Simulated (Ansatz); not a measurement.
V:

```
V
1.0
     2.60429    0.00000    0.00000
    -1.30215    2.25538    0.00000
     0.00000    0.00000    4.72334
V
2
Direct
  0.33333 0.66667 0.25000
  0.66667 0.33333 0.75000
```

This isn't the form of V at room conditions, which is bcc.

Base run:

| Item | Value |
| --- | --- |
| Program | Ansatz 0.2.0 |
| Functional | LDA |
| Potentials or basis | all-electron LAPW, scalar-relativistic |
| Cutoff | 261 eV |
| Density cutoff | 1045 eV |
| Basis error allowed | 0.001 eV/atom |
| k mesh | 12 × 12 × 6 |
| Occupations | fermi-dirac, width 0.05 eV |
| Spin | collinear spin, ferromagnetic start |
| Starting moments | [2.0, 2.0] μB |

Its results: pressure -12.9 GPa; net moment 0.00 μB per cell.

The run is repeated on the same cell with these changes: functional from LDA to PBEsol. What comes out?

Pressure -7.2 GPa; net moment 0.00 μB per cell.

PBEsol binds less tightly than LDA, so the same cell stands under more pressure.

Not every run made on this cell is shown here.
